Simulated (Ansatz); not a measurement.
# Equation of state of Mo

```yaml
crystal:
  lattice:
    - [0.00000, 2.00105, 2.00105]
    - [2.00105, 0.00000, 2.00105]
    - [2.00105, 2.00105, 0.00000]
  atoms:
    - { symbol: Mo, position: [0.00000, 0.00000, 0.00000] }
```

The cell was built from the fcc type and relaxed in the same program, and has space group Fm-3m; it needn't be a known or the stable phase.

All numbers are computed: DFT, PBE, all-electron LAPW, scalar-relativistic (Ansatz 0.2.0); DFT, PBE, PAW with Ansatz's default frozen-core files, scalar-relativistic (Ansatz 0.2.0).

For LAPW: a Γ-centred 18×18×18 k mesh, Fermi–Dirac smearing of 0.05 eV, basis error target 0.5 meV/atom, no spin polarisation. PAW takes a cutoff of 420 eV at this cell. The Ansatz runs share mesh, smearing and spin set-up. Plane-wave (PAW) pressures include the program's estimate of the Pulay term.

The cell above is scaled evenly, with fractional coordinates and shape held.

```csv
V/V(cell),V (Å³/atom),"P, LAPW (GPa)","P, PAW (GPa)"
0.9405,15.072,16.68,16.65
0.9800,15.705,5.11,5.08
1.0000,16.025,0.06,0.03
1.0200,16.346,-4.50,-4.53
1.0600,16.987,?,?
```

Question: Fill in the row V/V(cell) = 1.0600.

Answer: P, LAPW (GPa) = -12.33, P, PAW (GPa) = -12.35.

Question: What do Birch–Murnaghan fits to the pressures give?

Answer: LAPW: V0 = 16.03 Å³/atom, B0 = 239 GPa, B0′ = 4.0; PAW: V0 = 16.03 Å³/atom, B0 = 239 GPa, B0′ = 4.0.

PAW's V0 lies -0.01 % from the all-electron value and its B0 0.0 %. Symmetry fixes shape and coordinates here, so this is the relaxed modulus.
